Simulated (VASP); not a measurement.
A run of VASP 6.6.1:

Contents of INCAR:

```
ALGO     = Normal         # electronic algorithm
EDIFF    = 1E-6           # SCF threshold, eV
EDIFFG   = -0.01          # ionic threshold
ENCUT    = 600            # plane-wave cutoff, eV
GGA      = PS             # functional
IBRION   = 2              # ionic algorithm
ISIF     = 3              # what is computed and relaxed
ISMEAR   = -1             # smearing method
LASPH    = T              # aspherical terms in the spheres
LCHARG   = F              # write CHGCAR
LREAL    = F              # projectors in reciprocal space
LWAVE    = F              # write WAVECAR
NELM     = 80             # most SCF steps
NSW      = 60             # ionic steps
PREC     = Accurate       # precision mode
PSTRESS  = 0            
SIGMA    = 0.05           # smearing width, eV
```

File KPOINTS:

```
k-points
0
Gamma
  13 13 13
```

Contents of POSCAR:

```
SiC
1.0
    0.0000000000      2.1800000000      2.1800000000
    2.1800000000      0.0000000000      2.1800000000
    2.1800000000      2.1800000000      0.0000000000
C Si
1 1
Direct
    0.2500000000      0.2500000000      0.2500000000
    0.0000000000      0.0000000000      0.0000000000
```

Potentials or basis: VASP PAW PBE potentials, release 64 (C, Si).

Launch:

```console
$ cat potpaw_PBE.64/C/POTCAR potpaw_PBE.64/Si/POTCAR > POTCAR
$ mpirun -np 1 vasp_std > vasp.out
```

Hardware: 1 thread of Intel(R) Xeon(R) 6975P-C (Granite Rapids), with other jobs on the host.

Estimate the wall time of this run.

It took 14 s on 1 thread of Intel(R) Xeon(R) 6975P-C (Granite Rapids), on a shared host, peak memory 0.15 GiB. Counts: scf iterations 20, k points 84, ion steps 3.
